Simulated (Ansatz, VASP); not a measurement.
## AgCl in VASP and in Ansatz

Contents of INCAR:

```
ALGO = Normal
EDIFF = 1E-6
ENCUT = 520
GGA = PS
ISIF = 2
ISMEAR = 0
LASPH = T
LCHARG = T
LELF = T
LREAL = F
LVHAR = T
LWAVE = F
NBANDS = 16
NELM = 100
PREC = Accurate
SIGMA = 0.05
```

The input KPOINTS:

```
k-points
0
Gamma
  12 12 12
```

File POSCAR:

```
AgCl
1.0
    3.3022943729     -0.0582494258     -0.0582494258
   -0.0582494258      3.3022943729     -0.0582494258
   -0.0582494258     -0.0582494258      3.3022943729
Ag Cl
1 1
Direct
    0.0000000000      0.0000000000      0.0000000000
    0.5000000000      0.5000000000      0.5000000000
```

Input for Ansatz:

```yaml
crystal:
  lattice:
    - [3.3022943729, -0.0582494258, -0.0582494258]
    - [-0.0582494258, 3.3022943729, -0.0582494258]
    - [-0.0582494258, -0.0582494258, 3.3022943729]
  atoms:
    - { symbol: Ag, position: [0.0, 0.0, 0.0] }
    - { symbol: Cl, position: [0.5, 0.5, 0.5] }
basis:
  ecutwfc: 420
kpoints:
  mp_grid: { grid: [12, 12, 12] }
hamiltonian:
  xc: pbesol
scf:
  occupations: { method: gaussian, width: 0.05 }
output:
  forces: true
  stress: true
  eigenvalues: true
```

Alike in both runs: task single point; functional PBEsol; k mesh 12 × 12 × 12; occupations gaussian, width 0.05 eV; no spin polarisation.

|  | VASP | Ansatz |
| --- | --- | --- |
| version | VASP 6.6.1 | Ansatz 0.2.0 |
| potentials or method | VASP PAW PBE potentials, release 64 (Ag, Cl) | scalar-relativistic, plane waves, PAW |
| plane-wave cutoff (eV) | 520 | 420 |
| valence electrons in the cell | 18 | 26 |

```csv
,VASP,Ansatz,Ansatz less VASP
gap on the k mesh at the Fermi level (eV),0.35,0.35,-0.001
least direct gap on the mesh (eV),2.34,2.33,-0.002
pressure (GPa),1.9,2.0,+0.13
largest component of the traceless stress (GPa),0.33,0.33,-0.007
```

With one functional, cell and mesh, what is left measures potentials, basis and numerics. The two sets of potentials don't hold the same shells in valence.

Caveats: the PAW data sets were made with another functional, which shifts forces and pressure a little (VASP).
